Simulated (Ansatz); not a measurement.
Theory: DFT PBE, scalar-relativistic, plane waves, PAW (Ansatz 0.2.0). All cells share a 420 eV cutoff and Γ-centred k meshes spaced at most about 0.3 Å⁻¹ (about 0.25 or finer for metals, 2π included). No spin polarisation.

Temperature and zero-point effects are left out.

Compare these two cells of In₄P, each relaxed at this level.

A. Space group Pm-3m (No. 221), cubic, a = 5.532 Å. Around In on a site of symmetry 4/mmm lie 2 In at 2.77 Å, 4 P at 3.91 Å and 8 In at 3.91 Å; In on a site of symmetry m-3m has 6 In at 2.77 Å; P is surrounded by 12 In at 3.91 Å (long against the sum of covalent radii).

B. Space group Pm-3m (No. 221), cubic, a = 5.282 Å. In on a site of symmetry m-3m has 12 In at 3.74 Å; around In on a site of symmetry 4/mmm lie 2 P at 2.64 Å and 12 In at 3.74 Å; around P lie 6 In at 2.64 Å.

Task: Which arrangement of the elements on these sites is preferred, and by what margin?

Result: B is lower, by 0.46 eV/atom. The two share one framework of sites and differ in which element sits where. A has space group Pm-3m (No. 221), 33.9 Å³/atom and no gap on its mesh; B has space group Pm-3m (No. 221), 29.5 Å³/atom and no gap. Counting In atoms around P (those within 1.25 times the shortest such distance or 1.15 times the sum of covalent radii, 1.27 where that leaves under three; a plus sign parts nearer from farther groups; the shortest distance is added where it exceeds 1.18 times the sum of covalent radii), A has P 12+8 from 3.9 Å and B has P 6. The denser one is the lower, and pressure would at first widen the difference. Even the lower one lies +0.26 eV/atom against the reference forms of the elements (uncorrected), so neither is stable at this level. Both come from invented guesses. The lowest form computed isn't among them: it has space group Im-3m (No. 229), 28.7 Å³/atom and lies 43 meV/atom below the best shown.

P stands nearly free of neighbours here, and without spin polarisation the energy of such atoms comes out too high. Cells relaxed within their symmetry can be saddle points.
